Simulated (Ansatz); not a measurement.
## Relaxing platinum (omega (AlB2-type))

Method: DFT, revPBE, plane waves (420 eV) with PAW, scalar-relativistic (Ansatz). The PAW files were generated under PBE, with cores re-solved for the functional.

k-point mesh 8×8×12, Fermi-Dirac smearing 0.1 eV, no spin polarisation. Cell and atoms relax.

Starting structure:

```
CELL_PARAMETERS angstrom
4.40203 0.00000 0.00000
-2.20101 3.81227 0.00000
0.00000 0.00000 2.69844
ATOMIC_POSITIONS crystal
Pt 0.00000 0.00000 0.00000
Pt 0.33333 0.66667 0.50000
Pt 0.66667 0.33333 0.50000
```

What cell does the relaxation end in?

P6/mmm with a = 4.553 Å, c = 2.715 Å (c/a = 0.596); 16.24 Å³ per atom against 15.09 at the start (7.6 %).

How much energy does the relaxation gain?

75.7 meV per atom.
